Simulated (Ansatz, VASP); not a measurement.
Two plane-wave programs on CsH

Contents of INCAR:

```
  PREC = Accurate
  ENCUT = 520
  EDIFF = 1E-7
  ISMEAR = 0
  SIGMA = 0.05
  LREAL = False
  LASPH = True
  NELM = 60
  ALGO = Normal
  ISIF = 2
  LWAVE = False
  LCHARG = False
  NBANDS = 12
```

The input KPOINTS:

```
Automatic mesh
0
Gamma
  8 8 8
```

File POSCAR:

```
CsH
1.0
    4.0090777472     -0.8018155494     -0.8018155494
   -0.8018155494      4.0090777472     -0.8018155494
   -0.8018155494     -0.8018155494      4.0090777472
Cs H
1 1
Direct
    0.0000000000      0.0000000000      0.0000000000
    0.5000000000      0.5000000000      0.5000000000
```

Input for Ansatz:

```yaml
crystal:
  lattice:
    - [4.0090777472, -0.8018155494, -0.8018155494]
    - [-0.8018155494, 4.0090777472, -0.8018155494]
    - [-0.8018155494, -0.8018155494, 4.0090777472]
  atoms:
    - { symbol: Cs, position: [0.0, 0.0, 0.0] }
    - { symbol: H, position: [0.5, 0.5, 0.5] }
basis:
  ecutwfc: 420
kpoints:
  mp_grid: { grid: [8, 8, 8] }
hamiltonian:
  xc: lda
scf:
  occupations: { method: gaussian, width: 0.05 }
output:
  forces: true
  stress: true
  eigenvalues: true
```

Alike in both runs: task single point; functional LDA; k mesh 8 × 8 × 8; occupations gaussian, width 0.05 eV; no spin polarisation.

|  | VASP | Ansatz |
| --- | --- | --- |
| version | VASP 6.6.1 | Ansatz 0.2.0 |
| potentials or method | VASP PAW LDA potentials, release 64 (Cs_sv, H) | scalar-relativistic, plane waves, PAW |
| plane-wave cutoff (eV) | 520 | 420 |
| valence electrons in the cell | 10 | 10 |

```csv
,VASP,Ansatz,Ansatz less VASP
gap on the k mesh at the Fermi level (eV),none,none,-
pressure (GPa),10.6,10.5,-0.09
largest component of the traceless stress (GPa),11.63,11.48,-0.152
```

A gap of «none» marks a metal or a gap that the smearing closes.

Spin-orbit coupling is left out, which matters for the levels of Cs.
